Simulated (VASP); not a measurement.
HC60N3 (a cell with a defect):

```
CELL_PARAMETERS angstrom
7.14000 0.00000 0.00000
0.00000 7.14000 0.00000
0.00000 0.00000 7.14000
ATOMIC_POSITIONS crystal
H 0.54151 0.54151 0.54151
C 0.62868 0.62868 0.62868
C 0.50149 0.75071 0.75071
C 0.75071 0.50149 0.75071
C 0.75071 0.75071 0.50149
C 0.49509 0.25051 0.74946
C 0.49509 0.74946 0.25051
C 0.25051 0.49509 0.74946
C 0.74946 0.49509 0.25051
C 0.25051 0.74946 0.49509
C 0.74946 0.25051 0.49509
C 0.62358 0.37596 0.87342
C 0.62358 0.87342 0.37596
C 0.37596 0.62358 0.87342
C 0.87342 0.62358 0.37596
C 0.37596 0.87342 0.62358
C 0.87342 0.37596 0.62358
C 0.50509 0.25104 0.25104
C 0.25104 0.50509 0.25104
C 0.25104 0.25104 0.50509
C 0.12740 0.62274 0.62274
C 0.62274 0.12740 0.62274
C 0.62274 0.62274 0.12740
C 0.99996 0.49996 0.49996
C 0.49996 0.99996 0.49996
C 0.49996 0.49996 0.99996
C 0.12782 0.37731 0.37731
C 0.37731 0.12782 0.37731
C 0.37731 0.37731 0.12782
C 0.62393 0.87587 0.87587
C 0.87587 0.62393 0.87587
C 0.87587 0.87587 0.62393
C 0.00112 0.74942 0.74942
C 0.74942 0.00112 0.74942
C 0.74942 0.74942 0.00112
C 0.12373 0.37505 0.87613
C 0.12373 0.87613 0.37505
C 0.37505 0.12373 0.87613
C 0.87613 0.12373 0.37505
C 0.37505 0.87613 0.12373
C 0.87613 0.37505 0.12373
C 0.99875 0.24952 0.74934
C 0.99875 0.74934 0.24952
C 0.24952 0.99875 0.74934
C 0.74934 0.99875 0.24952
C 0.24952 0.74934 0.99875
C 0.74934 0.24952 0.99875
C 0.12378 0.12378 0.62469
C 0.12378 0.62469 0.12378
C 0.62469 0.12378 0.12378
C 0.00174 0.25037 0.25037
C 0.25037 0.00174 0.25037
C 0.25037 0.25037 0.00174
C 0.12494 0.87439 0.87439
C 0.87439 0.12494 0.87439
C 0.87439 0.87439 0.12494
C 0.99997 0.99997 0.49989
C 0.99997 0.49989 0.99997
C 0.49989 0.99997 0.99997
C 0.12540 0.12540 0.12540
C 0.99978 0.99978 0.99978
N 0.63516 0.36481 0.36481
N 0.36481 0.63516 0.36481
N 0.36481 0.36481 0.63516
```

The cell was built by a generator and needn't be a form met in nature.

Program: VASP 6.6.1. Alike in all runs: task single point; no spin polarisation; cell as given; k mesh 2 × 2 × 2; cutoff (eV) 520; smearing gaussian 0.03 eV; the mesh is coarse, so values aren't converged.

Order these runs on this cell by their pressure, lowest first.
A. level r2SCAN; potentials or basis VASP PAW PBE potentials, release 64 (H, C, N)
B. level PBE; potentials or basis VASP PAW PBE potentials, release 64 (H, C, N)
C. level LDA; potentials or basis VASP PAW LDA potentials, release 64 (H, C, N)

C (-13.1 GPa), A (-3.0 GPa), B (0.9 GPa).

Caveats: all runs use coarse meshes; the PAW data sets were made with another functional, which shifts forces and pressure a little (some runs).
